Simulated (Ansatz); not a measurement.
# MgO (Fm-3m) in Ansatz: notebook

One crystal, MgO, is run at these levels: LDA, revPBE+D4, m-r2SCAN; tasks: optical spectrum, density of states, elastic constants.

All numbers are computed with Ansatz 0.2.0; they aren't measurements. Logs are shortened: lines on timing, memory, paths and dates and some standing lists are left out, and cuts for length are marked.

**The experiment to reproduce.**

From “Electronic structure of alkaline earth and post-transition metal oxides”, 2009, arxiv:0908.1581, for a bulk crystal of MgO: band gap 7.83 eV.

The runs below are set against these values where they give the same quantity.

### 1 The crystal as given

The structure is cubic, space group Fm-3m (No. 225). Conventional cell: a = 4.194 Å, b = 4.194 Å, c = 4.194 Å, α = 90.00°, β = 90.00°, γ = 90.00°. Around Mg (site symmetry m-3m) lie 6 O at 2.10 Å. Around O (site symmetry m-3m) lie 6 Mg at 2.10 Å.

The cell is a database's computed one.

### 2 Optical spectrum, LDA

input.yaml reads:

```yaml
crystal:
  lattice: { a: 4.19400279, b: 4.19400279, c: 4.19400279, alpha: 90.0, beta: 90.0, gamma: 90.0 }
  space_group: 225
  reduce_to_primitive: true
  atoms:
    - { symbol: Mg, wyckoff: "4a", position: [0.0, 0.0, 0.0] }
    - { symbol: O, wyckoff: "4b", position: [0.5, 0.0, 0.0] }
hamiltonian:
  xc: lda
  pseudopotentials: { kind: paw, xc_functional: lda, accuracy: standard }
kpoints:
  mp_grid: { grid: [11, 11, 11] }
scf:
  occupations: { method: fixed }
  n_extra_bands: 12
output:
  eigenvalues: true
  optics: { e_range: [0, 14], sigma: 0.2, nscf_kmesh: { grid: [15, 15, 15] } }
  write_density: true
  write_potential: true
  elf: true
  volumetric_format: npy
```

Potentials or basis: JTH PAW LDA.

The run is started by

```bash
$ ansatz run input.yaml --threads 1 --pin off --max-ram 2560MiB --backend cpu --events-out ev --progress --plain --runs-dir out
```

Standard output:

```text
Warning: the checks of this Mg dataset prove no rule for summing its radial tables, as where they were carried onto another mesh than they were made on, and Gregory's rule is taken, under which a leading mesh point left out moves its sums only by what lay on the interval it spanned. That does not make them correct, and they differ from Quantum ESPRESSO's on this file; a re-export a fraction of a mesh step off can move them. hamiltonian.pseudopotentials.radial_quadrature: simpson_from_first_knot sums it by `pw.x`'s rule; on a PAW file no value gives `pw.x`'s numbers. What more to know: hamiltonian.pseudopotentials.radial_quadrature, in the input reference
Warning: the checks of this O dataset prove no rule for summing its radial tables, as where they were carried onto another mesh than they were made on, and Gregory's rule is taken, under which a leading mesh point left out moves its sums only by what lay on the interval it spanned. That does not make them correct, and they differ from Quantum ESPRESSO's on this file; a re-export a fraction of a mesh step off can move them. hamiltonian.pseudopotentials.radial_quadrature: simpson_from_first_knot sums it by `pw.x`'s rule; on a PAW file no value gives `pw.x`'s numbers. What more to know: hamiltonian.pseudopotentials.radial_quadrature, in the input reference
Warning: RAYON_NUM_THREADS=1 ignored (pool sized by the plan → 1); use --threads N
crystal.space_group: 225 is read as Fm-3m: the typed cell holds Mg4O4 (Mg 4a, O 4b). Least distances (Å): Mg–Mg 2.966, Mg–O 2.097, O–O 2.966
crystal.space_group generates its sites in this order, which a site index counts, at these fractional coordinates of the primitive cell where crystal.reduce_to_primitive is true, and else of the cell that is read (crystal.supercell repeats the list replica by replica, and crystal.defects acts on that): 0: Mg [0.000000, 0.000000, 0.000000]; 1: O [0.500000, 0.500000, 0.500000];
scf.n_extra_bands = 12 over 8 filled bands (N_el = 16.0): the run solves 20 bands
Engine: ansatz 0.2.0, x86_64-unknown-linux-gnu
Pseudopotentials: kind: paw
Pseudopotential: Mg, paw, valence charge 10, recommended cutoff 870 eV (normal), Mg.paw.azcp
Pseudopotential: O, paw, valence charge 6, recommended cutoff 1380 eV (normal), O.paw.azcp
Functional definition: SPW92
  exchange = slater_x
  correlation = pw_c
Crystal: 2 atoms, lattice volume = 18.443 Å³
Basis set: ecut = 1380 eV, 2109 PW (Γ)
Bands: 20, of which v1, the nominal top of the filled ones, is band 8 counted from 1 (7 counted from 0)
Symmetry: 48 space group operations
Space group: Fm-3m (ITA 225), of the structure as read, at distance tolerance 2.6e-5 Å
k-points: 56 of 1331
Non-local potential: Mg, projectors of the file, l = 0: 2, l = 1: 2
Non-local potential: O, projectors of the file, l = 0: 2, l = 1: 2
PAW form: compensated (Kresse and Joubert's): semilocal exchange-correlation on the pseudo side sees the compensation charge
PAW one-centre angular grid: Mg, 110 points (default); XC on 64 Gauss nodes
PAW one-centre angular grid: O, 110 points (default); XC on 64 Gauss nodes
Initial density: superposition of atomic densities (chi_scale 0.1, normalization cell, long waves kept (reshape's long-wave potential 0.00 eV rms))
Initial wavefunctions: pseudopotential atomic-orbital guess
Functional: x = slater, c = lda
SCF iter   1: F=—  HF=-2459.363397 eV  |F-HF|=—  |Δ(HF+E_count)|=         —  Δρ=5.92e-2  dr2=3.76e-1  ethr=3.10e-3  ⟨swp⟩=4.6  Hψ=4924  notcnv=0  defer=529
preconditioner: auto → none  [insulator: Δε(μ)=4.722 eV  Ē_g=28.666 eV  n_scr=8 (ndim 8)  ℏωp=24.5 eV  f_vac=0.000  ε∞_Penn≈1.7]
SCF iter   2: F=—  HF=-2459.203194 eV  |F-HF|=—  |Δ(HF+E_count)|=   1.60e-1  Δρ=2.64e-2  dr2=7.48e-2  ethr=2.35e-3  ⟨swp⟩=1.5  Hψ=1618  notcnv=0  defer=548
SCF iter   3: F=—  HF=-2459.171800 eV  |F-HF|=—  |Δ(HF+E_count)|=   3.14e-2  Δρ=5.03e-3  dr2=2.45e-3  ethr=4.67e-4  ⟨swp⟩=2.0  Hψ=886  notcnv=0  defer=558
SCF iter   4: F=—  HF=-2459.171443 eV  |F-HF|=—  |Δ(HF+E_count)|=   3.57e-4  Δρ=2.95e-3  dr2=1.23e-3  ethr=1.53e-5  ⟨swp⟩=2.1  Hψ=1114  notcnv=0  defer=558
SCF iter   5: F=—  HF=-2459.171103 eV  |F-HF|=—  |Δ(HF+E_count)|=   3.40e-4  Δρ=5.33e-4  dr2=3.81e-5  ethr=7.71e-6  ⟨swp⟩=2.1  Hψ=983  notcnv=0  defer=558
SCF iter   6: F=—  HF=-2459.171093 eV  |F-HF|=—  |Δ(HF+E_count)|=   1.01e-5  Δρ=3.97e-5  dr2=1.67e-7  ethr=2.38e-7  ⟨swp⟩=1.9  Hψ=891  notcnv=0  defer=370
SCF iter   7: F=—  HF=-2459.171092 eV  |F-HF|=—  |Δ(HF+E_count)|=   1.17e-6  Δρ=3.63e-6  dr2=5.74e-10  ethr=1.05e-9  ⟨swp⟩=2.0  Hψ=980  notcnv=0  defer=349
SCF iter   8: F=—  HF=-2459.171092 eV  |F-HF|=—  |Δ(HF+E_count)|=  2.37e-10  Δρ=6.97e-7  dr2=6.80e-11  ethr=3.59e-12  ⟨swp⟩=2.1  Hψ=1196  notcnv=0  defer=349
SCF iter   9: F=-2459.171092 eV  HF=-2459.171092 eV  |F-HF|=9.09e-13  |Δ(HF+E_count)|=  4.18e-11  Δρ=5.91e-8  dr2=3.59e-13  ethr=1.00e-12  ⟨swp⟩=7.9  Hψ=6148  notcnv=0
SCF 1 converged in 9 iterations: F = -2459.171092 eV  dr2 = 3.59e-13
NSCF: frozen V_eff on 120 k-points
Optics k sum: 0 of 120 k-points
Optics k sum: 6 of 120 k-points
Optics k sum: 12 of 120 k-points
Optics k sum: 18 of 120 k-points
Optics k sum: 24 of 120 k-points
Optics k sum: 30 of 120 k-points
[... 34 lines left out ...]
Optics k sum: 114 of 120 k-points
Optics k sum: 120 of 120 k-points
NSCF: frozen V_eff on 1 k-points
NSCF: frozen V_eff on 1 k-points
NSCF: frozen V_eff on 1 k-points
NSCF: frozen V_eff on 1 k-points
SCF converged after 9 iterations
Free energy (F): -2459.171092 eV
Harris-Foulkes:  -2459.171092 eV  (|F-HF|=9.09e-13)
Internal energy: -2459.171092 eV  (E = F + TS)
E sigma→0 (E₀):  -2459.171092 eV
Fermi energy:    8.790807 eV
--- Per-component energies (eV) ---
  E_band       = -278.471498
  E_kinetic    = 305.556769
  E_local      = -1164.518111  (includes V_loc(G=0)·N_el)
  E_nonlocal   = -347.831276
  E_hartree    = 392.206867
  E_xc         = -275.452406
  E_vxc        = -361.479526  (∫ρ·V_xc dr)
  E_paw        = -74.214379  (= ΣΔE_a)
  E_vpaw       = 505.386810  (= ΣTr[D̂ρ^β])
  E_aug_tail   = 0.000097  (compensation charges beyond the density's cutoff)
  E_ewald      = -1294.918654
  E_smearing   = -0.000000  (= −TS)
  E_closure    = 0.000000  (closes the sum)
  Σ components = -2459.171092   (vs F -2459.171092, Δ=0.00e0)
--- Band table (eV; the first three rows and the last of 56) ---
  k-point 0: bands = ["-62.5815", "-29.9680", "-29.9680", "-29.9680", "-8.2679", "8.7908", "8.7908", "8.7908", "13.5798", "24.3876", "24.3876", "24.3876", "28.4310", "30.0958", "30.0958", "33.0660", "33.0660", "33.0660", "47.1767", "47.1767"]
  k-point 1: bands = ["-62.5807", "-29.9757", "-29.9688", "-29.9688", "-8.1720", "8.2330", "8.7322", "8.7322", "14.1071", "23.3170", "24.5924", "24.5924", "29.4882", "29.4882", "29.8776", "33.0400", "34.0233", "34.0233", "45.9367", "47.0980"]
  k-point 2: bands = ["-62.5785", "-29.9962", "-29.9709", "-29.9709", "-7.9038", "7.0423", "8.5795", "8.5795", "15.1668", "21.8919", "25.0498", "25.0498", "28.7737", "28.7737", "31.0687", "34.3818", "35.8342", "35.8342", "44.1618", "46.6608"]
  k-point 55: bands = ["-62.5681", "-30.0269", "-30.0233", "-29.9994", "-6.5660", "5.6196", "5.8303", "7.1108", "19.9131", "20.6062", "20.8665", "24.5344", "29.8475", "31.2112", "35.3244", "37.5533", "39.5769", "43.2335", "45.8284", "46.9466"]
```

It took 14 s on 1 thread of INTEL XEON PLATINUM 8581C at 2.10GHz (Emerald Rapids), shared host; peak memory 0.72 GiB.

What came out:

```
Free energy            : -2459.1711 eV
Band gap on the k mesh : 4.79 eV, direct
```

Dielectric function (mean over the directions given):
| energy (eV) | real part | imaginary part |
| --- | --- | --- |
| 0.30 | 3.32 | 0.00 |
| 0.70 | 3.33 | 0.00 |
| 1.20 | 3.35 | 0.00 |
| 1.70 | 3.38 | 0.00 |
| 2.10 | 3.42 | 0.00 |
| 2.60 | 3.48 | 0.00 |
| 3.10 | 3.56 | 0.00 |
| 3.60 | 3.68 | 0.00 |
| 4.00 | 3.80 | 0.00 |
| 4.50 | 4.07 | 0.00 |
| 5.00 | 4.45 | 0.41 |
| 5.40 | 4.39 | 0.70 |
| 5.90 | 4.35 | 0.90 |
| 6.40 | 4.37 | 1.05 |
| 6.90 | 4.45 | 1.21 |
| 7.30 | 4.58 | 1.36 |
| 7.80 | 4.86 | 1.65 |
| 8.30 | 5.39 | 2.50 |
| 8.80 | 4.11 | 3.69 |
| 9.20 | 3.52 | 3.35 |
| 9.70 | 3.45 | 3.02 |
| 10.20 | 4.17 | 3.06 |
| 10.60 | 4.50 | 4.91 |
| 11.10 | 1.55 | 5.88 |
| 11.60 | 0.36 | 3.97 |
| 12.10 | 0.59 | 3.17 |
| 12.50 | 0.79 | 2.85 |
| 13.00 | 0.51 | 2.71 |
| 13.50 | 1.26 | 1.86 |
| 14.00 | 1.54 | 2.72 |

Caveat: odd divisions of the mesh miss points on the zone boundary, where band edges often lie, so the gap on the mesh can be too wide; spectra need much finer meshes, so this one isn't converged; independent-particle spectra lack excitons.

### 3 Density of states, revPBE+D4

input.yaml reads:

```yaml
crystal:
  lattice:
    - [0.0, 2.0970013927, 2.0970013927]
    - [2.0970013927, 0.0, 2.0970013927]
    - [2.0970013927, 2.0970013927, 0.0]
  atoms:
    - { symbol: Mg, position: [0.0, 0.0, 0.0] }
    - { symbol: O, position: [0.5, 0.5, 0.5] }
hamiltonian:
  xc: revpbe
  pseudopotentials: { kind: paw, source: jth }
  dispersion: d4
kpoints:
  mp_grid: { grid: [11, 11, 11] }
scf:
  occupations: { method: gaussian, width: 0.1 }
  n_extra_bands: 6
output:
  forces: true
  stress: true
  eigenvalues: true
  dos: { projected: false, de: 0.05, nscf_kmesh: { grid: [17, 17, 17] } }
```

Potentials or basis: JTH PAW.

The run is started by

```bash
$ ansatz run input.yaml --threads 1 --pin off --max-ram 2560MiB --backend cpu --events-out ev --progress --plain --runs-dir out
```

Standard output:

```text
Warning: the checks of this Mg dataset prove no rule for summing its radial tables, as where they were carried onto another mesh than they were made on, and Gregory's rule is taken, under which a leading mesh point left out moves its sums only by what lay on the interval it spanned. That does not make them correct, and they differ from Quantum ESPRESSO's on this file; a re-export a fraction of a mesh step off can move them. hamiltonian.pseudopotentials.radial_quadrature: simpson_from_first_knot sums it by `pw.x`'s rule; on a PAW file no value gives `pw.x`'s numbers. What more to know: hamiltonian.pseudopotentials.radial_quadrature, in the input reference
Warning: the checks of this O dataset prove no rule for summing its radial tables, as where they were carried onto another mesh than they were made on, and Gregory's rule is taken, under which a leading mesh point left out moves its sums only by what lay on the interval it spanned. That does not make them correct, and they differ from Quantum ESPRESSO's on this file; a re-export a fraction of a mesh step off can move them. hamiltonian.pseudopotentials.radial_quadrature: simpson_from_first_knot sums it by `pw.x`'s rule; on a PAW file no value gives `pw.x`'s numbers. What more to know: hamiltonian.pseudopotentials.radial_quadrature, in the input reference
Warning: RAYON_NUM_THREADS=1 ignored (pool sized by the plan → 1); use --threads N
scf.n_extra_bands = 6 over 8 filled bands (N_el = 16.0): the run solves 14 bands
[... 2 set-up lines as earlier in the session ...]
Pseudopotential: Mg, paw, valence charge 10, recommended cutoff 900 eV (normal), Mg.paw.azcp
[... 1 set-up line as earlier in the session ...]
Functional definition: revPBE
  parameter kappa = 1.245
  parameter beta = 0.06672455060314922
  exchange = pbe_x(kappa = kappa, mu = beta*pi^2/3)
  correlation = pbe_c(beta = beta)
Crystal: 2 atoms, lattice volume = 18.443 Å³
Basis set: ecut = 1380 eV, 2109 PW (Γ), exchange–correlation on 72×72×72 points (8 copies of the dense FFT grid, shifted against one another)
Bands: 14, of which v1, the nominal top of the filled ones, is band 8 counted from 1 (7 counted from 0)
[... 2 set-up lines as earlier in the session ...]
k-points: 56 of 1331
[... 2 set-up lines as earlier in the session ...]
[... 29 lines left out ...]
  E_hartree    = 394.271047
  E_xc         = -116.664418
  E_vxc        = -151.174881  (∫ρ·V_xc dr)
  E_paw        = -269.997973  (= ΣΔE_a)
  E_vpaw       = 298.481859  (= ΣTr[D̂ρ^β])
  E_aug_tail   = 0.000012  (compensation charges beyond the density's cutoff)
  E_ewald      = -1294.918655
  E_disp       = -0.676074  (pairwise vdW)
  E_core_change = -0.033830  (= ΣΔE_core)
  E_smearing   = -0.000000  (= −TS)
  E_closure    = 0.000000  (closes the sum)
  Σ components = -2498.004131   (vs F -2498.004131, Δ=0.00e0)
--- Forces (eV/Å), atoms counted from 1 ---
  atom   1  Mg    -0.00000000     0.00000000     0.00000000
  atom   2  O      0.00000000    -0.00000000     0.00000000
  max |Σ_I F_I| component: 2.58e-29 eV/Å
--- Stress (GPa, compression-positive) ---
        3.618929       0.000000       0.000000
        0.000000       3.618929      -0.000000
        0.000000      -0.000000       3.618929
  P = ⅓ Tr σ = 3.6189 GPa (36.189 kbar)
--- Band table (eV; the first three rows and the last of 56) ---
  k-point 0: bands = ["-63.0666", "-29.6492", "-29.6492", "-29.6492", "-8.0885", "9.2734", "9.2734", "9.2734", "14.2226", "25.2399", "25.2399", "25.2399", "29.1373", "30.9521"]
  k-point 1: bands = ["-63.0659", "-29.6565", "-29.6500", "-29.6500", "-7.9973", "8.7284", "9.2162", "9.2162", "14.7496", "24.1413", "25.4463", "25.4463", "30.3916", "30.3916"]
  k-point 2: bands = ["-63.0640", "-29.6760", "-29.6519", "-29.6519", "-7.7428", "7.5608", "9.0669", "9.0669", "15.8235", "22.6968", "25.9131", "25.9131", "29.7058", "29.7058"]
  k-point 55: bands = ["-63.0546", "-29.7049", "-29.7015", "-29.6789", "-6.4904", "6.1764", "6.3858", "7.6403", "20.6773", "21.3727", "21.7928", "25.4134", "30.8000", "32.1587"]
```

dos.tsv:

```text
# E-E_F[eV]	g_bin_mean(E)[states/eV]	N(E)
# format = ansatz-dos/2
# fermi_ev = 11.749067
# fermi_mp_grid = 17 17 17
# fermi_mp_shift = 0 0 0
# nscf_kmesh_grid = 17 17 17
# nscf_kmesh_shift = 0 0 0
# g_bin_mean(E): the states in a bin one row spacing wide, centred on E, divided by that spacing. States that the method places at a single energy (under output.dos.method: tetrahedron, those of a tetrahedron whose four corners have one energy) are counted whole in the row whose bin holds that energy (on the edge of two bins, in the lower row). The sum of g_bin_mean over a run of rows, times the row spacing, is the number of states from half a spacing under the first of them to half a spacing over the last (a plain sum, not the trapezoid rule).
-75.315684	0.000000e0	0.000000e0
-75.265684	0.000000e0	0.000000e0
-75.215684	0.000000e0	0.000000e0
-75.165684	0.000000e0	0.000000e0
-75.115684	0.000000e0	0.000000e0
-75.065684	0.000000e0	0.000000e0
[... 1997 lines left out ...]
24.834316	0.000000e0	2.800000e1
24.884316	0.000000e0	2.800000e1
```

It took 3.8 s on 1 thread of INTEL XEON PLATINUM 8581C at 2.10GHz (Emerald Rapids), shared host; peak memory 0.44 GiB.

Results:

```
Free energy            : -2498.0041 eV
Pressure               : 3.6 GPa
Band gap on the k mesh : 4.95 eV, direct
```

States per cell in windows of 1 eV (zero at the valence-band top; states under -8 eV left out):
| from (eV) | total |
| --- | --- |
| -8.0 | 0.00 |
| -7.0 | 0.00 |
| -6.0 | 0.00 |
| -5.0 | 0.30 |
| -4.0 | 1.40 |
| -3.0 | 0.83 |
| -2.0 | 1.85 |
| -1.0 | 1.62 |
| 0.0 | 0.00 |
| 1.0 | 0.00 |
| 2.0 | 0.00 |
| 3.0 | 0.00 |
| 4.0 | 0.00 |
| 5.0 | 0.03 |
| 6.0 | 0.07 |
| 7.0 | 0.17 |

Caveat: odd divisions of the mesh miss points on the zone boundary, where band edges often lie, so the gap on the mesh can be too wide. revPBE gaps usually lie below the measured ones, often by a third to a half.

### 4 Elastic constants, m-r2SCAN

input.yaml reads:

```yaml
crystal:
  lattice:
    - [0.0, 2.0970013927, 2.0970013927]
    - [2.0970013927, 0.0, 2.0970013927]
    - [2.0970013927, 2.0970013927, 0.0]
  atoms:
    - { symbol: Mg, position: [0.0, 0.0, 0.0] }
    - { symbol: O, position: [0.5, 0.5, 0.5] }
hamiltonian:
  xc: mr2scan
  pseudopotentials: { kind: paw }
kpoints:
  mp_grid: { grid: [8, 8, 8] }
scf:
  occupations: { method: fermi_dirac, width: 0.15 }
output:
  forces: true
  stress: true
elastic:
  mode: relaxed_ion
  stencil: two_point
```

Potentials or basis: Ansatz PAW.

The run is started by

```bash
$ ansatz run input.yaml --threads 1 --pin off --max-ram 2560MiB --backend cpu --events-out ev --progress --plain --runs-dir out
```

It took 6.9 s on 1 thread of INTEL XEON PLATINUM 8581C at 2.10GHz (Emerald Rapids), shared host; peak memory 0.43 GiB.

It converged, with:

```
Free energy                     : -2498.3345 eV
Pressure                        : 1.3 GPa
Band gap on the k mesh          : 5.76 eV, direct
Elastic constants C11, C12, C44 : 322, 97, 158 GPa
Voigt bulk modulus              : 172 GPa
```

Levels at points of the mesh, in eV from the valence-band top:
```tsv
k point	band 6	band 7	band 8	band 9	band 10	band 11
(0.00, 0.00, 0.00)	0.00	0.00	0.00	5.76	16.90	16.90
(0.00, 0.00, -0.50)	-4.66	-0.69	-0.69	8.91	13.97	17.62
(0.00, -0.50, -0.50)	-4.12	-1.38	-1.38	10.06	11.27	14.44
```

Elastic tensor in Voigt notation (GPa, in the Cartesian axes of the cell as first typed):
```
322  97  97   0   0   0
 97 322  97   0   0   0
 97  97 322   0   0   0
  0   0   0 158   0   0
  0   0   0   0 158   0
  0   0   0   0   0 158
```

Caveat: the PAW data sets come from PBE, with cores solved anew for the run's functional, which leaves a small shift of forces and pressure.

### 5 Overview

```tsv
task	level	potentials or basis	k mesh	cutoff (eV)	smearing	broadening	atoms under strain	other keys	gap on the mesh (eV)	pressure (GPa)
optical spectrum	LDA	JTH PAW LDA	11 × 11 × 11	1380	fixed	0.2 eV	-	-	4.79	-
density of states	revPBE+D4	JTH PAW	11 × 11 × 11	1380	gaussian 0.1 eV	-	-	hamiltonian.pseudopotentials = kind paw, source jth	4.95	3.6
elastic constants	m-r2SCAN	Ansatz PAW	8 × 8 × 8	500	fermi-dirac 0.15 eV	-	relaxed	scf.occupations.method = fermi_dirac; scf.occupations.width = 0.15	5.76	1.3
```

Alike in all rows: no spin polarisation; cell as given.

Caveats: odd divisions of the mesh miss points on the zone boundary, where band edges often lie, so the gap on the mesh can be too wide (some runs); spectra need much finer meshes, so this one isn't converged (some runs); independent-particle spectra lack excitons (some runs); the PAW data sets come from PBE, with cores solved anew for the run's functional, which leaves a small shift of forces and pressure (some runs).

Total energies depend on the potentials used, so only differences within one code and one set of settings carry meaning.

### 6 Against experiment

Step 2. Against the measured gap of MgO, 7.83 eV (quoted in “Electronic structure of alkaline earth and post-transition metal oxides”, 2009, arxiv:0908.1581), the calculated 4.79 eV is off by -3.04 eV. The value is that of LDA, without temperature or zero-point motion. Semilocal functionals fall short of measured gaps as a rule. The cell is a database's relaxed one, not the measured one, which moves gaps too.
